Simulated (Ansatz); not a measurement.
# Si: the cost of one run

Computed with Ansatz 0.2.0 (DFT PBEsol, scalar-relativistic, plane waves, PAW, unless a step's input says otherwise).

## (1) The structure to begin with

Symmetry: R-3, No. 148, trigonal system. Conventional cell: a = 9.426 Å, b = 9.426 Å, c = 5.652 Å, α = 90.00°, β = 90.00°, γ = 120.00°. Si (site symmetry 1) has 4 Si at 2.34 to 2.38 Å as nearest neighbours. Around Si (site symmetry 3) lie 4 Si at 2.38 to 2.41 Å.

Structure file:

```
CELL_PARAMETERS angstrom
4.71324 2.72119 1.88400
-4.71324 2.72119 1.88400
0.00000 -5.44238 1.88400
ATOMIC_POSITIONS crystal
Si 0.01710 0.71491 0.51876
Si 0.98290 0.28509 0.48124
Si 0.71285 0.71285 0.71285
Si 0.28509 0.48124 0.98290
Si 0.48124 0.98290 0.28509
Si 0.71491 0.51876 0.01710
Si 0.28715 0.28715 0.28715
Si 0.51876 0.01710 0.71491
```

Source of the structure: the Materials Project (structure only).

(A quick probe on a coarse mesh, which set the mesh and smearing, is not shown.)

## (3) Relaxing cell and atoms

The input, input.yaml:

```yaml
crystal:
  lattice:
    - [4.7132352766, 2.7211876557, 1.8839989006]
    - [-4.7132352766, 2.7211876557, 1.8839989006]
    - [0.0, -5.4423753114, 1.8839989006]
  atoms:
    - { symbol: Si, position: [0.01710242, 0.71491061, 0.5187605] }
    - { symbol: Si, position: [0.98289758, 0.28508939, 0.4812395] }
    - { symbol: Si, position: [0.71284515, 0.71284515, 0.71284515] }
    - { symbol: Si, position: [0.28508939, 0.4812395, 0.98289758] }
    - { symbol: Si, position: [0.4812395, 0.98289758, 0.28508939] }
    - { symbol: Si, position: [0.71491061, 0.5187605, 0.01710242] }
    - { symbol: Si, position: [0.28715485, 0.28715485, 0.28715485] }
    - { symbol: Si, position: [0.5187605, 0.01710242, 0.71491061] }
basis:
  ecutwfc: 420
kpoints:
  mp_grid: { grid: [9, 9, 9] }
hamiltonian:
  xc: pbesol
scf:
  occupations: { method: gaussian, width: 0.1 }
output:
  forces: true
  stress: true
  eigenvalues: true
relax:
  adjacent_minimum: "off"
  f_tol: 0.005
  max_steps: 80
  cell: { stress_tol: 0.05 }
```

Started as:

```sh
> ansatz run input.yaml --threads 4 --pin off --max-ram 10240MiB --backend cpu --events-out ev --progress --plain --runs-dir out
```

What time and memory should one allow on 4 threads of AMD EPYC (Zen 3), shared host?

About 77 s, with a peak of 0.73 GiB.
